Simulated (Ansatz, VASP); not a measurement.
## Two plane-wave programs on W

The input INCAR:

```
PREC = Accurate
ENCUT = 520
EDIFF = 1E-6
ISMEAR = 0
SIGMA = 0.15
LREAL = False
LASPH = True
NELM = 60
ALGO = Fast
ISIF = 2
LWAVE = False
LCHARG = True
GGA = PS
LELF = True
LVHAR = True
NBANDS = 13
```

KPOINTS

```
regular mesh
0
Gamma
  20 20 20
```

The input POSCAR:

```
W
1.0
    0.0000000000      2.0604500000      2.0909000000
    2.0604500000      0.0000000000      2.0909000000
    2.0604500000      2.0604500000      0.0000000000
W
1
Direct
    0.0000000000      0.0000000000      0.0000000000
```

Input for Ansatz:

```yaml
crystal:
  lattice:
    - [0.0, 2.06045, 2.0909]
    - [2.06045, 0.0, 2.0909]
    - [2.06045, 2.06045, 0.0]
  atoms:
    - { symbol: W, position: [0.0, 0.0, 0.0] }
basis:
  ecutwfc: 420
kpoints:
  mp_grid: { grid: [20, 20, 20] }
hamiltonian:
  xc: pbesol
scf:
  occupations: { method: gaussian, width: 0.15 }
output:
  forces: true
  stress: true
  eigenvalues: true
```

Change from the starting cell: strain +0.015 along x and y, +0.030 along z, atoms carried along.

Alike in both runs: task single point; functional PBEsol; k mesh 20 × 20 × 20; occupations gaussian, width 0.15 eV; no spin polarisation.

|  | VASP | Ansatz |
| --- | --- | --- |
| version | VASP 6.6.1 | Ansatz 0.2.0 |
| potentials or method | VASP PAW PBE potentials, release 64 (W_sv) | scalar-relativistic, plane waves, PAW |
| plane-wave cutoff (eV) | 520 | 420 |
| valence electrons in the cell | 14 | 14 |

```tsv
	VASP	Ansatz	Ansatz less VASP
gap on the k mesh at the Fermi level (eV)	none	none	-
pressure (GPa)	-25.2	-25.5	-0.30
largest component of the traceless stress (GPa)	2.77	2.76	-0.006
```

A gap of «none» marks a metal or a gap that the smearing closes.

Caveats: so large a pressure means that the cell lies far from this level's equilibrium, or that cutoff or potentials fall short (VASP); the potentials were made for another functional, which shifts forces and pressure (VASP). Spin-orbit coupling is left out, which matters for the levels of W.
